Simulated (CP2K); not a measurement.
Runs of CP2K 2026.2 on TiB2. It takes space group P6/mmm (No. 191, hexagonal). The conventional cell has a = 3.029 Å, b = 3.029 Å, c = 3.228 Å, α = 90.00°, β = 90.00°, γ = 120.00°. Around Ti (site symmetry 6/mmm) lie 12 B at 2.38 Å. B (site symmetry -6m2) has 3 B at 1.75 Å as nearest neighbours. 

```csv
task,level,potentials or basis,smearing,EPS_DEFAULT,NGRIDS,CUTOFF of the grids,points a segment of the path (NPOINTS),bands added on the path,gap on the mesh (eV),pressure (GPa),V0 of scaled cells (Å³/atom),B0 (GPa)
equation of state,PBEsol,"POTENTIAL_UZH Ti GTH-PBE-q12, B GTH-PBE-q3; TZVP-MOLOPT-PBE-GTH basis",fermi-dirac 0.05 eV,1.0E-10,5,450 Ry,-,-,-,-,8.42,264
single point,PBEsol,"POTENTIAL_UZH Ti GTH-PBE-q12, B GTH-PBE-q3; TZVP-MOLOPT-PBE-GTH basis",fermi-dirac 0.05 eV,1.0E-10,4,450 Ry,-,-,none,(a),-,-
equation of state,PBE,"POTENTIAL_UZH Ti GTH-PBE-q12, B GTH-PBE-q3; TZVP-MOLOPT-PBE-GTH basis",fermi-dirac 0.05 eV,1.0E-10,4,450 Ry,-,-,-,-,8.56,254
band structure,r2SCAN,"POTENTIAL_UZH Ti GTH-SCAN-q12, B GTH-SCAN-q3; TZVP-MOLOPT-SCAN-GTH basis",fermi-dirac 0.0259 eV,1.0E-9,5,675 Ry,10,6,none,-1.5,-,-
single point,PBE,"POTENTIAL_UZH Ti GTH-PBE-q12, B GTH-PBE-q3; TZVP-MOLOPT-PBE-GTH basis",fermi-dirac 0.05 eV,1.0E-10,5,450 Ry,-,-,none,(b),-,-
```

Alike in all rows: no spin polarisation; cell as given; k mesh 10 × 10 × 8.

**Question.** Fill in the values left out.

**Answer.** (a) -4.0; (b) 0.2.

Caveats: the basis of atomic orbitals isn't converged, which shifts pressures, moduli and gaps; the cell was scaled at fixed shape and fractional positions, which overstates the stiffness of a crystal with free parameters, most of all of layers and chains (some runs); the potentials were made for another functional, which shifts forces and pressure (some runs).

A k mesh can miss the band edges.

A gap of «none» marks a metal or a gap under the smearing width.

Not every run made on this cell is shown here.
